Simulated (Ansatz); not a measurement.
**LiH: ab initio molecular dynamics**

Level of theory: DFT PBE, scalar-relativistic, plane waves, PAW (Ansatz). Cutoff 420 eV, shifted (0.5, 0.5, 0.5 steps) 2×2×2 k-points, Fermi–Dirac smearing of 0.16 eV. The mesh is coarse. No spin polarisation.

16 atoms, starting at 1.06 times the perfect crystal's volume (space group Fm-3m, the cell as given, not relaxed at this level); constant energy, velocities drawn at 1800 K, fixed cell; 123 steps of 0.5 fs. The run is short and not equilibrated.

First frame:

```
CELL_PARAMETERS angstrom
-4.14473 4.14473 0.00000
-4.14473 0.00000 4.14473
0.00000 4.14473 4.14473
ATOMIC_POSITIONS crystal
Li 0.00000 0.00000 0.00000
Li 0.50000 0.00000 0.00000
Li 0.00000 0.50000 0.00000
Li 0.00000 0.00000 0.50000
Li 0.50000 0.50000 0.00000
Li 0.50000 0.00000 0.50000
Li 0.00000 0.50000 0.50000
Li 0.50000 0.50000 0.50000
H 0.75000 0.75000 0.75000
H 0.25000 0.75000 0.75000
H 0.75000 0.25000 0.75000
H 0.75000 0.75000 0.25000
H 0.25000 0.25000 0.75000
H 0.25000 0.75000 0.25000
H 0.75000 0.25000 0.25000
H 0.25000 0.25000 0.25000
```

* Mean temperature over the second half: 683 K
* Mean pressure over the second half (kinetic part included): 2.1 GPa
* Mean potential energy above the perfect crystal (as given, at volume ratio 1; besides heat the difference comes from the volume, 6 % larger, and the crystal's own pressure of -1.6 GPa; its own run had another smearing, without effect beside its gap): 143 meV/atom
* Drift of the conserved energy over the run: 0.06 meV/atom
* Mean-square drift of H from first to last step (mean shift of all atoms removed): 0.23 Å²
* Mean-square drift of Li from first to last step (mean shift of all atoms removed): 0.24 Å²

Pair distribution functions g(r), second half of the run, up to half the cell's height:

```
r (Å) H-H  H-Li Li-Li
 1.45  0.0   0.0    0.0
 1.55  0.0   0.2    0.0
 1.65  0.0   1.1    0.0
 1.75  0.0   3.1    0.0
 1.85  0.0   3.5    0.0
 1.95  0.0   3.4    0.0
 2.05  0.0   3.0    0.0
 2.15  0.0   1.8    0.0
 2.25  0.2   0.7    0.4
```

Along the run (potential energy from its first value; pressure with the kinetic part):

| t (fs) | T (K) | ΔE_pot (meV/atom) | P (GPa) |
| --- | --- | --- | --- |
| 0.0 | 1800 | 0.0 | -0.4 |
| 2.0 | 1735 | 7.9 | -0.3 |
| 4.0 | 1552 | 30.1 | 0.1 |
| 6.0 | 1290 | 61.9 | 0.6 |
| 8.0 | 1027 | 93.8 | 1.1 |
| 10.0 | 864 | 113.6 | 1.4 |
| 12.0 | 842 | 116.1 | 1.6 |
| 14.0 | 904 | 108.6 | 1.6 |
| 16.0 | 954 | 102.5 | 1.5 |
| 18.0 | 934 | 105.0 | 1.6 |
| 20.0 | 849 | 115.3 | 1.7 |
| 22.0 | 747 | 127.6 | 1.9 |
| 24.0 | 659 | 138.3 | 2.0 |
| 26.0 | 581 | 147.8 | 2.2 |
| 28.0 | 519 | 155.3 | 2.3 |
| 30.0 | 497 | 158.0 | 2.4 |
| 32.0 | 531 | 153.9 | 2.5 |
| 34.0 | 608 | 144.6 | 2.5 |
| 36.0 | 680 | 135.8 | 2.4 |
| 38.0 | 696 | 133.8 | 2.4 |
| 40.0 | 648 | 139.7 | 2.4 |
| 42.0 | 584 | 147.5 | 2.3 |
| 44.0 | 569 | 149.3 | 2.1 |
| 46.0 | 620 | 143.1 | 1.8 |
| 48.0 | 702 | 133.1 | 1.5 |
| 50.0 | 770 | 124.9 | 1.4 |
| 52.0 | 799 | 121.3 | 1.5 |
| 54.0 | 791 | 122.3 | 1.7 |
| 56.0 | 765 | 125.5 | 1.9 |
| 58.0 | 744 | 128.1 | 2.1 |
| 60.0 | 739 | 128.7 | 2.3 |